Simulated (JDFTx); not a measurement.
BP in JDFTx: convergence with k mesh

Input of the first run (k mesh 2 × 2 × 2); the others differ in this setting and in those tied to it:

The input BP.in:

```
include BP.lattice
coords-type Lattice
include BP.ionpos

ion-species pseudo/P.upf
ion-species pseudo/B.upf
elec-cutoff 38 304
elec-ex-corr gga-PBEsol
kpoint-folding 2 2 2
elec-smearing Fermi 0.0018374661
elec-n-bands 9
electronic-SCF nIterations 100 energyDiffThreshold 1e-09
electronic-minimize nIterations 30 energyDiffThreshold 1e-7
converge-empty-states yes
forces-output-coords Cartesian

dump-name run.$VAR
dump End Ecomponents EigStats BandEigs Kpoints Forces Stress
```

The input BP.lattice:

```
lattice \
    0.0000000000     4.2877885768     4.2877885768 \
    4.2877885768     0.0000000000     4.2877885768 \
    4.2877885768     4.2877885768     0.0000000000
```

The input BP.ionpos:

```
ion P      0.7500000000     0.7500000000     0.7500000000 1
ion B      0.0000000000     0.0000000000     0.0000000000 1
```

Potentials or basis: PseudoDojo-SR-PBEsol-0.4.1-standard.

Launch:

```sh
$ jdftx -c 1 -i BP.in -o BP.out
```

Hardware: 1 thread of Arm Neoverse V1 (shared host).

| k mesh | energy less the tightest run, at zero smearing (meV/atom) | pressure (GPa) | gap on the mesh (eV) | SCF cycles | CPU time (s) | peak memory (GiB) |
| --- | --- | --- | --- | --- | --- | --- |
| 2 × 2 × 2 | 1467.15 | 13.51 | 1.017 | 12 | 5.6 | 0.07 |
| 3 × 3 × 3 | 321.16 | 1.66 | 1.227 | 12 | 6.6 | 0.07 |
| 4 × 4 × 4 | 88.91 | -0.82 | 1.209 | 13 | 11 | 0.07 |
| 5 × 5 × 5 | 27.56 | -1.54 | 1.129 | 13 | 12 | 0.07 |
| 6 × 6 × 6 | 9.16 | -1.78 | 1.230 | 13 | 18 | 0.07 |
| 8 × 8 × 8 | 1.15 | -1.90 | 1.169 | 13 | 31 | 0.08 |
| 10 × 10 × 10 | 0.14 | -1.91 | 1.138 | 13 | 48 | 0.08 |
| 12 × 12 × 12 | 0.00 | -1.91 | 1.133 | 13 | 73 | 0.11 |

Against the tightest run, the energy stays within 1 meV/atom from 10 × 10 × 10 on; the pressure stays within 0.1 GPa from 8 × 8 × 8 on; the gap on the mesh stays within 0.01 eV from 10 × 10 × 10 on. Meshes of other sizes hit other points, so gaps and Fermi surfaces needn't settle smoothly. The tightest run that finished is the yardstick and may itself not be fully converged.

Caveat, for the tightest run too: the empty levels aren't tightly converged.
